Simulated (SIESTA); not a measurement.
# Ta2N under changes of volume

One of the cells (13.895 Å³/atom); the others are scaled copies at fixed shape and fractional positions:

```
Ta N
1.0
     3.13348    0.00000    0.00000
    -1.56674    2.71367    0.00000
     0.00000    0.00000    4.90209
Ta N
2 1
Direct
  0.33333 0.66667 0.25471
  0.66667 0.33333 0.74529
  0.00000 0.00000 0.00000
```

The cell comes from a database or a generator and needn't be the stable form of this composition.

| Property | Result |
| --- | --- |
| Program | SIESTA 5.4.2 |
| Functional | PBE |
| Potentials or basis | PseudoDojo 0.4 standard (PBE files) |
| Basis | DZP (energy shift 0.003 Ry; two zetas on semicore shells) |
| Grid cutoff | 800 Ry |
| Energy shift | 0.003 Ry |
| k mesh | 10 × 10 × 6 |
| Occupations | fermi-dirac, width 0.05 eV |
| Spin | no spin polarisation |

| volume (Å³/atom) | energy over the lowest point (meV/atom) | pressure (GPa) | largest force (eV/Å) |
| --- | --- | --- | --- |
| 12.805 | ? | ? | ? |
| 13.077 | 25.27 | 14.7 | 0.829 |
| 13.350 | 6.34 | 7.8 | 0.681 |
| 13.895 | 0.00 | -3.7 | 0.410 |
| 14.167 | 10.68 | -8.7 | 0.297 |
| 14.439 | 29.24 | -13.0 | 0.191 |

Problem. What does the run at 12.805 Å³/atom give?

Solution. Energy over the lowest point 56.50 meV/atom; pressure 22.2 GPa; largest force 0.991 eV/Å.

Worked out: A Birch-Murnaghan fit of order 3 (a polynomial in V^(-2/3)) to the other rows has its minimum at 13.71 Å³/atom with B0 = V·E''(V) = 281 GPa and B' = 4.1 at fixed shape and positions, which overstates the stiffness. It gives 56.15 meV/atom at 12.805 Å³/atom, against the run's 56.50, and -dE/dV = 22.0 GPa, against 22.2.

Energies are extrapolated to zero smearing.

Caveats: short orbitals over semicore shells can move pressures by several GPa; the basis of atomic orbitals isn't converged, which shifts pressures, moduli and gaps.
